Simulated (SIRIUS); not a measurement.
KTaO3 under changes of volume

One of the cells (12.688 Å³/atom); the others are scaled copies at fixed shape and fractional positions:

```
CELL_PARAMETERS angstrom
3.98830 0.00000 0.00000
0.00000 3.98830 0.00000
0.00000 0.00000 3.98830
ATOMIC_POSITIONS crystal
Ta 0.00000 0.00000 0.00000
K 0.50000 0.50000 0.50000
O 0.00000 0.00000 0.50000
O 0.00000 0.50000 0.00000
O 0.50000 0.00000 0.00000
```

| Quantity | Value |
| --- | --- |
| Program | SIRIUS 7.10.0 |
| Functional | PBE |
| Potentials or basis | PseudoDojo 0.4.1 PBE standard (scalar relativistic) |
| Cutoff | 1152 eV |
| Density cutoff | 4606 eV |
| k mesh | 7 × 7 × 7 |
| Occupations | fermi-dirac, width 0.05 eV |
| Spin | no spin polarisation |

```csv
volume (Å³/atom),energy over the lowest point (meV/atom),pressure (GPa),gap on the mesh (eV)
11.927,57.43,19.0,2.44
12.180,?,?,?
12.434,14.06,8.7,2.35
12.688,3.75,4.3,2.30
12.942,0.00,0.4,2.25
13.196,2.15,-3.1,2.20
13.449,9.61,-6.3,2.15
```

Q: What does the run at 12.180 Å³/atom give?

A: Energy over the lowest point 31.68 meV/atom; pressure 13.6 GPa; gap on the mesh 2.39 eV.

Worked out: A Birch-Murnaghan fit of order 3 (a polynomial in V^(-2/3)) to the other rows has its minimum at 12.97 Å³/atom with B0 = V·E''(V) = 188 GPa and B' = 4.5. It gives 31.72 meV/atom at 12.180 Å³/atom, against the run's 31.68, and -dE/dV = 13.6 GPa, against 13.6. A straight line through the other rows of the gap, of slope -2.42 eV per unit of ln V, gives 2.39 eV, against the run's 2.39.

Energies are extrapolated to zero smearing.

Caveats: spin-orbit coupling is left out, which moves the levels of the heavy elements; an odd mesh through Γ misses points on the zone boundary, where band edges often lie.
